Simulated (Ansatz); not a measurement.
Response properties of FeCo (Pm-3m)

Conventional cell: a = 2.801 Å, b = 2.801 Å, c = 2.801 Å, α = 90.00°, β = 90.00°, γ = 90.00°. Fe (atom 1) has 8 Co at 2.43 Å as nearest neighbours. Co (atom 2) is surrounded by 8 Fe at 2.43 Å.

Ansatz runs use the cell relaxed by PAW under their functional.

(1) What do its conduction electrons give? (PBEsol, all-electron LAPW in Ansatz 0.2.0, scalar-relativistic, spin-polarised; a = 2.801 Å; k mesh 14×14×14, fine mesh 20×20×20, Fermi-Dirac smearing of 0.100 eV, basis error target 1 meV/atom)

(2) How stiff is it? (PBEsol, all-electron LAPW in Ansatz 0.2.0, scalar-relativistic, spin-polarised; a = 2.800 Å; k mesh 16×16×16, strains of ±0.005, Fermi-Dirac smearing of 0.050 eV, basis error target 1 meV/atom)

(3) How does it vibrate? (PBEsol, all-electron LAPW in Ansatz 0.2.0, scalar-relativistic, spin-polarised; a = 2.802 Å; k mesh 12×12×12, Fermi-Dirac smearing of 0.050 eV, basis error target 1 meV/atom; q mesh 2×2×2)

## Answers

(1) Fermi-surface sums: N(E_F) = 0.77 states/eV/atom, ħω_p (r.m.s. of x, y, z) = 5.9 eV, Fermi speed = 0.35×10⁶ m/s.

(2) Elastic moduli (Hill averages, relaxed ions; θ_D from sound speeds over directions): B = 217 GPa, G = 107 GPa, C11 = 305 GPa, C44 = 148 GPa, ν = 0.289, θ_D = 519 K.

(3) Harmonic phonons by finite displacements (negative means unstable): highest mode = 316 cm⁻¹, lowest at X = 210 cm⁻¹, lowest at M = 160 cm⁻¹, lowest at R = 249 cm⁻¹, highest at Γ = 257 cm⁻¹.

Keep in mind: a lower magnetic state may exist; these sums move with the mesh, by several per cent and more for small sheets (Fermi surface); responses of metals move with mesh and smearing (moduli, phonons).
